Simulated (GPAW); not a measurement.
## Moving the choice of potentials or basis in CdS

```
Cd S
1.0
     4.15000    0.00000    0.00000
    -2.07500    3.59401    0.00000
     0.00000    0.00000    6.73700
Cd S
2 2
Direct
  0.66667 0.33333 0.50000
  0.33333 0.66667 0.00000
  0.66667 0.33333 0.87500
  0.33333 0.66667 0.37500
```

Kept alike: task band structure; functional PBE; k mesh 7 × 7 × 4; occupations fermi-dirac, width 0.05 eV; no spin polarisation. Program: GPAW. Cutoffs run from 600 to 1100 eV. The mesh is that of the run's cell of 4 atoms. No spin-orbit coupling.

| choice of potentials or basis | band gap (eV) | pressure (GPa) |
| --- | --- | --- |
| GPAW PAW data sets (gpaw-data 1.2.1) | 1.177 | 1.82 |
| GPAW PAW data sets (gpaw-data 1.2.1), newer versions | 1.181 | 1.85 |
| PAW data sets generated for this functional | 1.177 | 1.82 |
| SG15 ONCV 1.2 | 1.197 | 2.29 |

Pressure is positive in compression; the values hold the error of the finite cutoff, so their zero can differ a little from the energy's minimum. Runs of this series that gave no sound value for these columns are left out. Gaps are the smaller of the mesh's and the band path's.

What does the choice of potentials or basis change here?

The band gap runs from 1.177 (GPAW PAW data sets (gpaw-data 1.2.1); PAW data sets generated for this functional) to 1.197 eV (SG15 ONCV 1.2). The pressure runs from 1.82 (GPAW PAW data sets (gpaw-data 1.2.1); PAW data sets generated for this functional) to 2.29 GPa (SG15 ONCV 1.2).
